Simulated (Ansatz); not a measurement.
## Ti: pressure against volume, fitted

```yaml
crystal:
  lattice:
    - [-1.64100, 1.64100, 1.64100]
    - [1.64100, -1.64100, 1.64100]
    - [1.64100, 1.64100, -1.64100]
  atoms:
    - { symbol: Ti, position: [0.00000, 0.00000, 0.00000] }
```

Structure: COD 9012924, as refined from experiment and not relaxed.

These are results of DFT, PBE, all-electron LAPW, scalar-relativistic in Ansatz 0.2.0, not measurements.

Sampling and basis: a Γ-centred 14×14×14 k mesh, Fermi–Dirac smearing of 0.05 eV, basis error target 0.25 meV/atom, no spin polarisation.

The cell is scaled evenly. Fractional coordinates are held (clamped ions).

```csv
V (Å³/atom),P (GPa)
16.616,4.30
16.792,3.06
16.969,1.87
17.234,0.18
17.323,-0.36
17.499,-1.40
17.676,-2.40
17.853,-3.36
18.030,-4.28
18.118,-4.72
18.383,-6.00
18.560,-6.80
```

Task: Fit a third-order Birch–Murnaghan curve to the pressures.

Result: P = (3B0/2)(y^(7/2) − y^(5/2))[1 + (3/4)(B0′ − 4)(y − 1)] with y = (V0/V)^(2/3) fits within 0.01 GPa for V0 = 17.264 Å³/atom, B0 = 105.7 GPa and B0′ = 3.23.

Task: Predict the pressure at the withheld volume, 18.737 Å³/atom.

Result: There y = 0.9469, so the fit gives -7.57 GPa; the run gave -7.56 GPa.
